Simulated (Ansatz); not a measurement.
The cell is a database entry far from equilibrium at this level of theory, probably a faulty or high-pressure entry; it serves as a test geometry alone.

An input for NaCl and the output that it gave: DFT, PBE, all-electron LAPW, scalar-relativistic (Ansatz 0.2.0).

```yaml
crystal:
  lattice:
    - [2.86, 0.0, 0.0]
    - [0.0, 2.86, 0.0]
    - [0.0, 0.0, 2.86]
  atoms:
    - { symbol: Na, position: [0.0, 0.0, 0.0] }
    - { symbol: Cl, position: [0.5, 0.5, 0.5] }
kpoints:
  mp_grid: { grid: [8, 8, 8] }
  band_path:
    path:
      - [0.0, 0.0, 0.0]
      - [0.0, 0.5, 0.0]
      - [0.5, 0.5, 0.0]
      - [0.0, 0.0, 0.0]
      - [0.5, 0.5, 0.5]
      - [0.0, 0.5, 0.0]
      - [0.5, 0.5, 0.5]
      - [0.5, 0.5, 0.0]
    npoints: 8
scf:
  occupations: { method: fermi_dirac, width: 0.02 }
hamiltonian:
  xc: pbe
  pseudopotentials: { kind: all_electron, lapw: { basis_error: 0.00025 } }
output:
  forces: true
  stress: true
  eigenvalues: true
  populations: true
  dos: { projected: true, de: 0.2, e_range: [-14, 8] }
```

Output:

```
Na: projections on atomic orbitals take those of the free atom 1s2 2s2 2p6 3s1, of charge +0.00 (hamiltonian.pseudopotentials.projection_atoms)
Cl: projections on atomic orbitals take those of the free atom 1s2 2s2 2p6 3s2 3p5, of charge +0.00 (hamiltonian.pseudopotentials.projection_atoms)
LAPW: plane waves up to 8.186 Å⁻¹, error target 2.5e-4 eV per atom; small_component_spin mean_spin; Na in spheres of 1.261 Å, 9 of its electrons in bands, Dirac shells []; Cl in spheres of 1.216 Å, 15 of its electrons in bands, Dirac shells []
Engine: ansatz 0.2.0
Pseudopotentials: kind: all_electron
Pseudopotential: Na, LAPW, valence charge 9, Koelling and Harmon's equation, gaussian nucleus
Pseudopotential: Cl, LAPW, valence charge 15, Koelling and Harmon's equation, gaussian nucleus
Functional definition: PBE
  parameter kappa = 0.804
  parameter beta = 0.06672455060314922
  exchange = pbe_x(kappa = kappa, mu = beta*pi^2/3)
  correlation = pbe_c(beta = beta)
Crystal: 2 atoms, lattice volume = 23.394 Å³
Basis set: ecut = 255.29748963701655 eV, 203 PW (Γ), exchange–correlation at level 2
Bands: 16, of which v1, the nominal top of the filled ones, is band 12 counted from 1 (11 counted from 0)
Symmetry: 48 space group operations
Space group: Pm-3m (ITA 221), of the structure as read, at distance tolerance 2.9e-5 Å
k-points: 35 of 512
Non-local potential: Na, projectors of the file, none
Non-local potential: Cl, projectors of the file, none
Initial density: superposition of atomic densities (chi_scale 0.1, normalization cell, long waves kept (reshape's long-wave potential 0.00 eV rms))
Initial wavefunctions: plane waves of lowest kinetic energy (no species holds an atomic orbital)
Functional: x = pbe(κ = 0.804, μ = 0.2195149727645171), c = pbe(β = 0.06672455060314922)
iter 1 solved again at ethr=1.98e-3 eV; its pass at ethr=1.00e-1 eV (dr2=4.75e-1 eV) is discarded
SCF iter   1: F=—  HF=-16979.476943 eV  |F-HF|=—  |Δ(HF+E_count)|=         —  Δρ=3.72e-2  dr2=4.75e-1  ethr=1.98e-3  ⟨swp⟩=2.1  Hψ=3829  notcnv=0
preconditioner: auto → none  [insulator: Δε(μ)=5.306 eV  Ē_g=23.169 eV  σ=0.020 eV  W_gap=1.00  n_scr=6 (ndim 8)  ℏωp=28.7 eV  f_vac=0.000  D(μ)=0.00/eV (n_scr^D=0)  ε∞_Penn≈2.5]
iter 2 solved again at ethr=1.36e-4 eV; its pass at ethr=1.98e-3 eV (dr2=3.27e-2 eV) is discarded
SCF iter   2: F=—  HF=-16979.182138 eV  |F-HF|=—  |Δ(HF+E_count)|=   2.95e-1  Δρ=9.70e-3  dr2=3.27e-2  ethr=1.36e-4  ⟨swp⟩=2.0  Hψ=2986  notcnv=0
SCF iter   3: F=—  HF=-16979.175807 eV  |F-HF|=—  |Δ(HF+E_count)|=         —  Δρ=3.21e-3  dr2=3.29e-3  ethr=1.36e-4  ⟨swp⟩=2.4  Hψ=1695  notcnv=0
the basis was enlarged: its passes take 2.2 MiB over the memory plan, 1 of 1 planned eigensolver slots
SCF iter   4: F=—  HF=-16979.176219 eV  |F-HF|=—  |Δ(HF+E_count)|=   4.12e-4  Δρ=4.14e-4  dr2=3.46e-5  ethr=1.37e-5  ⟨swp⟩=2.1  Hψ=1683  notcnv=0
SCF iter   5: F=—  HF=-16979.176236 eV  |F-HF|=—  |Δ(HF+E_count)|=   1.70e-5  Δρ=1.11e-4  dr2=1.42e-6  ethr=1.44e-7  ⟨swp⟩=3.0  Hψ=1611  notcnv=0
SCF iter   6: F=-16979.176237 eV  HF=-16979.176236 eV  |F-HF|=1.25e-7  |Δ(HF+E_count)|=   1.81e-9  Δρ=1.76e-5  dr2=3.68e-8  ethr=5.92e-9  ⟨swp⟩=3.0  Hψ=1764  notcnv=0
SCF 1 converged in 6 iterations: F = -16979.176237 eV  dr2 = 3.68e-8
NSCF: frozen V_eff on 57 k-points
SCF converged after 6 iterations
Free energy (F): -16979.176237 eV
Harris-Foulkes:  -16979.176236 eV  (|F-HF|=1.25e-7)
Internal energy: -16979.176237 eV  (E = F + TS)
E sigma→0 (E₀):  -16979.176237 eV
Fermi energy:    12.875560 eV
--- Per-component energies (eV) ---
  E_band       = -1625.943823
  E_kinetic    = 17074.503903
  E_xc         = -1165.447686
  E_electrostatic = -32888.232453  (all electrons and nuclei)
  E_smearing   = -0.000000  (= −TS)
  E_closure    = 0.000000  (closes the sum)
  E_atoms      = -16974.996915  (free atoms, spherical and without spin; not in F)
  Σ components = -16979.176237   (vs F -16979.176237, Δ=0.00e0)
  Basis errors (estimates in eV, not in F): energy 8.6e-5 per atom: plane waves 7.7e-5 (5.9e-5 summed), levels above the bands 1.9e-247, relativity 1.6e-9, radial functions 8.7e-6, core shells 2.1e-13; eigenvalues (radial functions only) 2.0e-5; not estimated: angular momenta, meshes, grids; target (lapw.basis_error) 2.5e-4; muffin-tin radii Na 1.261 Å, Cl 1.216 Å
--- Forces (eV/Å), atoms counted from 1 ---
  atom   1  Na    -0.00000000     0.00000000    -0.00000000
  atom   2  Cl     0.00000000    -0.00000000    -0.00000000
  max |Σ_I F_I| component: 1.81e-30 eV/Å
--- Stress (GPa, compression-positive) ---
       64.922089       0.000000       0.000000
        0.000000      64.922089       0.000000
        0.000000       0.000000      64.922089
  P = ⅓ Tr σ = 64.9221 GPa (649.221 kbar)
--- Band table (eV; the first three rows and the last of 35) ---
  k-point 0: bands = ["-234.2917", "-173.1727", "-173.1727", "-173.1727", "-40.2104", "-12.0584", "-12.0584", "-12.0584", "-6.2626", "9.4310", "9.4310", "9.4310", "17.2758", "17.2758", "18.1245", "27.7528"]
  k-point 1: bands = ["-234.2917", "-173.1727", "-173.1727", "-173.1727", "-40.2069", "-12.1264", "-12.0531", "-12.0531", "-6.0603", "8.2669", "9.4951", "9.4951", "17.5159", "17.9397", "19.2417", "26.6927"]
  k-point 2: bands = ["-234.2917", "-173.1727", "-173.1727", "-173.1727", "-40.1982", "-12.2824", "-12.0403", "-12.0403", "-5.5344", "6.1829", "9.6572", "9.6572", "18.2041", "18.6788", "22.1549", "24.9259"]
  k-point 34: bands = ["-234.2917", "-173.1727", "-173.1727", "-173.1727", "-40.1423", "-12.2390", "-12.2390", "-12.2390", "-2.6790", "5.9149", "5.9149", "5.9149", "16.9522", "16.9522", "16.9522", "27.8769"]
--- Löwdin populations: 2 sites ---
  site symbol       q [e]
     0     Na     10.2987
     1     Cl     17.6349
  spilling = 0.002373 (of n_electrons = 28.000000)
```
